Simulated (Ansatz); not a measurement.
# CdSe: the cost of one run

Method: DFT PBEsol, frozen-core PAW, scalar-relativistic unless said, in Ansatz 0.2.0.

1 further run of the same task is left out (it didn't finish).

## (1) The structure to begin with

Symmetry: F-43m, No. 216, cubic system. The conventional cell has a = 6.141 Å, b = 6.141 Å, c = 6.141 Å, α = 90.00°, β = 90.00°, γ = 90.00°. Cd (site symmetry -43m) has 4 Se at 2.66 Å as nearest neighbours. Se (site symmetry -43m) has 4 Cd at 2.66 Å as nearest neighbours.

As a file:

```cif
data_structure
_symmetry_space_group_name_H-M 'F-43m'
_symmetry_Int_Tables_number 216
_cell_length_a 6.1405
_cell_length_b 6.1405
_cell_length_c 6.1405
_cell_angle_alpha 90.000
_cell_angle_beta 90.000
_cell_angle_gamma 90.000
_cell_volume 231.54
loop_
_atom_site_label
_atom_site_type_symbol
_atom_site_symmetry_multiplicity
_atom_site_Wyckoff_symbol
_atom_site_fract_x
_atom_site_fract_y
_atom_site_fract_z
_atom_site_occupancy
Cd1 Cd 4 a 0.00000 0.00000 0.00000 1
Se1 Se 4 c 0.25000 0.25000 0.25000 1
```

Cartesian axes are those of the input's lattice vectors. The structure goes back to a database entry.

## (2) Cell and atoms relaxed, PAW

input.yaml

```yaml
crystal:
  lattice:
    - [0.0, 3.0702711986, 3.0702711986]
    - [3.0702711986, 0.0, 3.0702711986]
    - [3.0702711986, 3.0702711986, 0.0]
  atoms:
    - { symbol: Cd, position: [0.0, 0.0, 0.0] }
    - { symbol: Se, position: [0.75, 0.75, 0.75] }
kpoints:
  mp_grid: { grid: [10, 10, 10] }
scf:
  occupations: { method: fermi_dirac, width: 0.08 }
hamiltonian:
  xc: pbesol
  pseudopotentials: { kind: paw }
relax:
  f_tol: 0.002
  max_steps: 80
  cell: {}
output:
  forces: true
  stress: true
```

Command:

```bash
$ ansatz run input.yaml --threads 1 --pin off --max-ram 3072MiB --backend cpu --events-out ev --progress --plain --runs-dir out
```

What time and memory should one allow on 1 thread of Arm Neoverse V1, shared host?

About 17 s, with a peak of 0.37 GiB.
